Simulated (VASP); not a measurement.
# Al: relaxation of cell and atoms with PBE

Crystal: Al.

```
CELL_PARAMETERS angstrom
0.00000 2.02481 2.02481
2.02481 0.00000 2.02481
2.02481 2.02481 0.00000
ATOMIC_POSITIONS crystal
Al 0.00000 0.00000 0.00000
```

```
Program                : VASP 6.6.1
Task                   : relaxation of cell and atoms
Functional             : PBE
Potentials or basis    : VASP PAW PBE potentials, release 64 (Al)
Cutoff                 : 520 eV
k mesh                 : 6 × 6 × 6
Occupations            : gaussian, width 0.1 eV
Spin                   : no spin polarisation
Further INCAR settings : ALGO = Normal; EDIFF = 1e-07; IBRION = 2; EDIFFG = -0.002; NSW = 80; ISIF = 3
```

| Property | Result |
| --- | --- |
| Relaxed volume | 16.59 Å³/atom |
| Relaxed cell | a = 2.863 Å, b = 2.863 Å, c = 2.863 Å, α = 60.00°, β = 60.00°, γ = 60.00° |
| Space group after relaxing (to 0.05 Å) | Fm-3m (No. 225) |
| Energy gained by relaxing | 0.0 meV/atom |
| Ionic steps | 2 |
| Pressure after relaxing | 0.0 GPa |
| Band gap on the k mesh | none (metal or under the smearing width) |

Final structure:
```xyz
1
Lattice="0.0000 2.0245 2.0245 2.0245 0.0000 2.0245 2.0245 2.0245 0.0000" Properties=species:S:1:pos:R:3 pbc="T T T"
Al    2.0245    2.0245    4.0489
```

Levels at points of the mesh, in eV from the Fermi level:
```csv
k point,band 1,band 2,band 3,band 4,band 5
"(0.00, 0.00, 0.00)",-11.46,12.22,12.22,12.22,13.67
"(0.50, 0.00, 0.00)",-4.94,-4.74,10.98,10.98,11.07
"(0.50, 0.50, 0.00)",-3.28,-1.96,4.89,5.20,5.20
```

It used 2.3 s of CPU time on 1 thread of Intel(R) Xeon(R) Platinum 8559C (Emerald Rapids) (shared host), which was overloaded at the time.

Caveat: the k mesh is coarse (spacing up to 0.45 Å⁻¹), so the values aren't converged.
